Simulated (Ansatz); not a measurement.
Rigid (100) slab of MoP, space group P-6m2 (No. 187):

```xyz
6
Lattice="3.1741 0.0000 0.0000 0.0000 3.2062 0.0000 0.0000 0.0000 23.4789" Properties=species:S:1:pos:R:3 pbc="T T T"
Mo    0.0000    1.6031    8.5000
P     1.5871    0.0000    9.4256
Mo    0.0000    0.0000   11.2767
P     1.5871    1.6031   12.2119
Mo    0.0000    1.6031   14.0166
P     1.5871    0.0000   15.0512
```

Theory: DFT PBEsol, scalar-relativistic, plane waves, PAW in Ansatz. Plane waves to 420 eV, a k mesh through Γ of 9×9×1 on the computed 7-atom cell and Gaussian smearing (0.10 eV); no spin polarisation. A dipole correction removes the field between periodic images along c.

An adatom of H is held over the places (i/4, j/4) of the 1×1 surface cell, counted from the highest atom (P), and only its height relaxes; one adatom per 10.2 Å².

(1) What is the energy landscape, counted from the lowest point of this grid?

Results:

(1) Energies in eV:

```
i j=0   j=1   j=2   j=3
0  0.00  0.50  1.26  0.50
1  0.47  0.56  0.60  0.56
2  1.25  0.56  0.42  0.56
3  0.47  0.56  0.60  0.56
```

Heights over the highest slab atom in Å:

```csv
i,j=0,j=1,j=2,j=3
0,1.43,1.23,0.73,1.23
1,1.24,0.96,0.65,0.96
2,0.75,0.64,0.72,0.64
3,1.24,0.96,0.65,0.96
```